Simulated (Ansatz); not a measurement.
# Na (Na, dhcp): the cost of one run

Method: DFT revPBE, plane waves (420 eV) with PAW, scalar-relativistic; PBE-made PAW files, in Ansatz 0.2.0.

### Step 1. The system as given

It takes space group P6_3/mmc (No. 194, hexagonal). Conventional cell: a = 3.764 Å, b = 3.764 Å, c = 12.293 Å, α = 90.00°, β = 90.00°, γ = 120.00°. Na (site symmetry -3m) has 12 Na at 3.76 Å as nearest neighbours. Na (site symmetry -6m2) has 12 Na at 3.76 Å as nearest neighbours.

As a file:

```cif
data_structure
_symmetry_space_group_name_H-M 'P6_3/mmc'
_symmetry_Int_Tables_number 194
_cell_length_a 3.7640
_cell_length_b 3.7640
_cell_length_c 12.2934
_cell_angle_alpha 90.000
_cell_angle_beta 90.000
_cell_angle_gamma 120.000
_cell_volume 150.84
loop_
_atom_site_label
_atom_site_type_symbol
_atom_site_symmetry_multiplicity
_atom_site_Wyckoff_symbol
_atom_site_fract_x
_atom_site_fract_y
_atom_site_fract_z
_atom_site_occupancy
Na1 Na 2 a 0.00000 0.00000 0.00000 1
Na2 Na 2 c 0.33333 0.66667 0.25000 1
```

### Step 2. Relaxation of the cell

input.yaml reads:

```yaml
crystal:
  lattice:
    - [3.7640418302, 0.0, 0.0]
    - [-1.8820209151, 3.2597558458, 0.0]
    - [0.0, 0.0, 12.2933606174]
  atoms:
    - { symbol: Na, position: [0.0, 0.0, 0.0] }
    - { symbol: Na, position: [0.0, 0.0, 0.5] }
    - { symbol: Na, position: [0.3333333333, 0.6666666667, 0.25] }
    - { symbol: Na, position: [0.6666666667, 0.3333333333, 0.75] }
hamiltonian:
  xc: revpbe
  pseudopotentials:
    kind: paw
    azcp:
      Na: "pseudopotentials/Na.paw.azcp"
basis:
  ecutwfc: 420
  fft_grid_basis: typed
kpoints:
  mp_grid: { grid: [10, 10, 3], shift: [0, 0, 0] }
magnetization:
  spin_polarized: false
scf:
  occupations: { method: fermi_dirac, width: 0.1 }
relax:
  max_steps: 60
  f_tol: 0.01
  cell: {}
```

What time and memory should one allow on 2 threads of Arm Neoverse V1, shared host?

About 8.6 s, with a peak of 0.41 GiB.
